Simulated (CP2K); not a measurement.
Runs of CP2K 2026.2 on Na. The structure is cubic, space group Im-3m (No. 229). The conventional cell has a = 4.282 Å, b = 4.282 Å, c = 4.282 Å, α = 90.00°, β = 90.00°, γ = 90.00°. Na (site symmetry m-3m) is surrounded by 8 Na at 3.71 Å. 

```csv
task,level,potentials or basis,cell,k mesh,smearing,EPS_DEFAULT,k points reduced by the point group,NGRIDS,basis sets,potentials,gap on the mesh (eV),pressure (GPa),relaxed volume (Å³/atom)
single point,PBE,POTENTIAL_UZH Na GTH-PBE-q9; TZVP-MOLOPT-PBE-GTH basis,as given,9 × 9 × 9,fermi-dirac 0.05 eV,1.0E-9,yes,5,Na TZVP-MOLOPT-PBE-GTH-q9,Na GTH-PBE-q9 of POTENTIAL_UZH,none,-0.3,-
relaxation of cell and atoms,PBE,POTENTIAL_UZH Na GTH-PBE-q9; TZVP-MOLOPT-PBE-GTH basis,relaxed,7 × 7 × 7,fermi-dirac 0.05 eV,1.0E-9,-,5,Na TZVP-MOLOPT-PBE-GTH-q9,Na GTH-PBE-q9 of POTENTIAL_UZH,none,0.0,37.48
single point,PBEsol,POTENTIAL_UZH Na GTH-PBE-q9; TZVP-MOLOPT-PBE-GTH basis,as given,9 × 9 × 9,gaussian 0.05 eV,1.0E-10,yes,4,Na TZVP-MOLOPT-PBE-GTH-q9,Na GTH-PBE-q9 of POTENTIAL_UZH,none,-0.4,-
band structure,r2SCAN,POTENTIAL_UZH Na GTH-SCAN-q9; TZVP-MOLOPT-SCAN-GTH basis,as given,9 × 9 × 9,fermi-dirac 0.05 eV,1.0E-9,yes,5,Na TZVP-MOLOPT-SCAN-GTH-q9,Na GTH-SCAN-q9 of POTENTIAL_UZH,none,-0.3,-
relaxation of cell and atoms,PBEsol+D4,POTENTIAL_UZH Na GTH-PBE-q9; TZVP-MOLOPT-PBE-GTH basis,relaxed from: the cell as VASP's run set it,9 × 9 × 9,methfessel-paxton 0.1 eV,1.0E-10,-,4,Na TZVP-MOLOPT-PBE-GTH-q9,Na GTH-PBE-q9 of POTENTIAL_UZH,none,0.0,36.81
band structure,LDA,GTH_POTENTIALS Na GTH-PADE-q9; TZVP-MOLOPT-PBE-GTH basis,as given,9 × 9 × 9,fermi-dirac 0.1 eV,1.0E-9,yes,4,Na TZVP-MOLOPT-PBE-GTH-q9,Na GTH-PADE-q9 of GTH_POTENTIALS,none,-1.1,-
band structure,PBEsol,POTENTIAL_UZH Na GTH-PBE-q9; TZVP-MOLOPT-PBE-GTH basis,as given,9 × 9 × 9,fermi-dirac 0.1 eV,1.0E-9,yes,4,Na TZVP-MOLOPT-PBE-GTH-q9,Na GTH-PBE-q9 of POTENTIAL_UZH,none,-0.4,-
single point,LDA,GTH_POTENTIALS Na GTH-PADE-q9; TZVP-MOLOPT-PBE-GTH basis,the cell as VASP's run set it,9 × 9 × 9,gaussian 0.05 eV,1.0E-10,yes,4,Na TZVP-MOLOPT-PBE-GTH-q9,Na GTH-PADE-q9 of GTH_POTENTIALS,none,-1.1,-
band structure,PBE,POTENTIAL_UZH Na GTH-PBE-q1; TZVP-MOLOPT-PBE-GTH basis,as given,9 × 9 × 9,fermi-dirac 0.05 eV,1.0E-9,yes,5,Na TZVP-MOLOPT-PBE-GTH-q1,Na GTH-PBE-q1 of POTENTIAL_UZH,none,-0.1,-
relaxation of cell and atoms,LDA,POTENTIAL_UZH Na GTH-PBE-q9; TZVP-MOLOPT-PBE-GTH basis,relaxed,7 × 7 × 7,fermi-dirac 0.05 eV,1.0E-9,-,5,Na TZVP-MOLOPT-PBE-GTH-q9,Na GTH-PBE-q9 of POTENTIAL_UZH,none,0.0,(a)
band structure,PBEsol,POTENTIAL_UZH Na GTH-PBE-q9; TZVP-MOLOPT-PBE-GTH basis,as given,9 × 9 × 9,fermi-dirac 0.1 eV,1.0E-10,yes,5,Na TZVP-MOLOPT-PBE-GTH-q9,Na GTH-PBE-q9 of POTENTIAL_UZH,none,-0.4,-
band structure,r2SCAN,POTENTIAL_UZH Na GTH-SCAN-q9; TZVP-MOLOPT-SCAN-GTH basis,as given,9 × 9 × 9,fermi-dirac 0.1 eV,1.0E-10,yes,4,Na TZVP-MOLOPT-SCAN-GTH-q9,Na GTH-SCAN-q9 of POTENTIAL_UZH,none,-0.3,-
```

Alike in all rows: no spin polarisation.

Estimate the missing entries.

(a) 33.73.

Caveats: the basis of atomic orbitals isn't converged, which shifts pressures, moduli and gaps; the potentials were made for another functional, which shifts forces and pressure (some runs); the real-space grid breaks the cell's symmetry a little (some runs); the printed path begins after the first move (some runs); pairwise dispersion overbinds metals, which lowers pressure and volume (some runs).

A k mesh can miss the band edges.

A gap of «none» marks a metal or a gap under the smearing width.

Not every run made on this cell is shown here.
